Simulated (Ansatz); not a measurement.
Ta2N:

```
Ta N
1.0
     3.11286    0.00000    0.00000
    -1.55643    2.69582    0.00000
     0.00000    0.00000    4.86984
Ta N
2 1
Cartesian
  0.0000 1.7972 1.2404
  1.5564 0.8986 3.6294
  0.0000 0.0000 0.0000
```

The cell comes from a database or a generator and needn't be the stable form of this composition.

* Program: Ansatz 0.2.0
* Task: relaxation of cell and atoms
* Functional: RPBE
* Dispersion: D4
* Potentials or basis: Ansatz PAW
* Cutoff: 420 eV (not typed: the program's choice for these potentials)
* k mesh: 10 × 10 × 6
* Occupations: fermi-dirac, width 0.05 eV
* Spin: no spin polarisation

At the start: volume 13.62 Å³/atom.

**Question.** How do energy, volume and symmetry change on relaxing?

**Answer.** It ends after 5 steps and the volume is 13.40 Å³/atom (-1.6 %); space group P-3m1 (No. 164, to 0.05 Å).

Step by step:
```
step  energy change (eV)  largest force (eV/Å)  volume (Å³)
   1              0.0000                0.0692        40.87
   2             -0.0113                0.0094        40.33
   3             -0.0121                0.0025        40.19
   4             -0.0121                0.0016        40.21
   5             -0.0111                0.0018        40.21
```

Final structure:
```
Ta N
1.0
     3.08340    0.00000    0.00000
    -1.54170    2.67030    0.00000
     0.00000    0.00000    4.88333
Ta N
2 1
Direct
  0.33333 0.66667 0.25658
  0.66667 0.33333 0.74342
  0.00000 0.00000 0.00000
```

Caveat: the plane-wave basis is chosen anew once the cell has moved, so the energies of steps on either side of that aren't comparable; pairwise dispersion overbinds metals, which lowers pressure and volume; the PAW data sets come from PBE, with cores solved anew for the run's functional, which leaves a small shift of forces and pressure.
